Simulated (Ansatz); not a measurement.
Ca: comparing deformations

Computed with DFT PBE, scalar-relativistic, plane waves, PAW in Ansatz. The runs took a 420 eV cutoff, a Γ-centred 14×14×14 mesh and Gaussian smearing (0.15 eV). No spin polarisation. Energies are free energies at this smearing, counted from the undisturbed cell; pressure is positive in compression.

Zero of the scan (as given, not relaxed at this level; it stands at -0.6 GPa):

```
CELL_PARAMETERS angstrom
0.00000 2.79420 2.79420
2.79420 0.00000 2.79420
2.79420 2.79420 0.00000
ATOMIC_POSITIONS crystal
Ca 0.00000 0.00000 0.00000
```

The cell is strained by ε times a Voigt pattern (xx, yy, zz, yz, xz, xy; engineering shear) with fractional coordinates fixed. τ = (1/V0) dE/dε comes from the stress tensor. Of each scan, only the three points used here are listed.

| pattern | ε | τ (GPa) |
| --- | --- | --- |
| (1, 0, 0, 0, 0, 0) | -0.0100 | 0.346 |
| (1, 0, 0, 0, 0, 0) | 0.0000 | 0.553 |
| (1, 0, 0, 0, 0, 0) | 0.0100 | 0.757 |
| (1, 1, 0, 0, 0, 0) | -0.0150 | 0.03 |
| (1, 1, 0, 0, 0, 0) | 0.0000 | 1.11 |
| (1, 1, 0, 0, 0, 0) | 0.0150 | 2.08 |
| (0, 0, 1, 0, 0, 0) | -0.0150 | 0.241 |
| (0, 0, 1, 0, 0, 0) | 0.0000 | 0.553 |
| (0, 0, 1, 0, 0, 0) | 0.0150 | 0.859 |

**Question.** Which constants do the scans give, and which deformation costs least for the same size of strain tensor?

**Answer.** The slope dτ/dε at zero (parabola through three points) is pᵀCp: (1, 0, 0, 0, 0, 0) gives C11 = 20.6 GPa; (1, 1, 0, 0, 0, 0) gives 2(C11 + C12) = 68 GPa; (0, 0, 1, 0, 0, 0) gives C11 = 20.6 GPa. The size of the strain tensor, ε:ε, is ε² times 1.0, 2.0, 1.0. Per unit of it the stiffnesses are 20.6, 34, 20.6 GPa, so (0, 0, 1, 0, 0, 0) is the softest of these, level with (1, 0, 0, 0, 0, 0) (alike by symmetry): at ε:ε = (1 %)² the quadratic term costs 0.28 meV/atom against 0.46 for the stiffest. The starting stress shifts them by about its own size.

**Question.** What else follows for this cubic crystal?

**Answer.** From the unrounded slopes C11 = 20.6 and C12 = 13.6 GPa, so B = (C11 + 2 C12)/3 = 16 GPa and the Poisson ratio for a pull along a cube edge is C12/(C11 + C12) = 0.40.

In a metal these slopes depend on the k mesh and the smearing.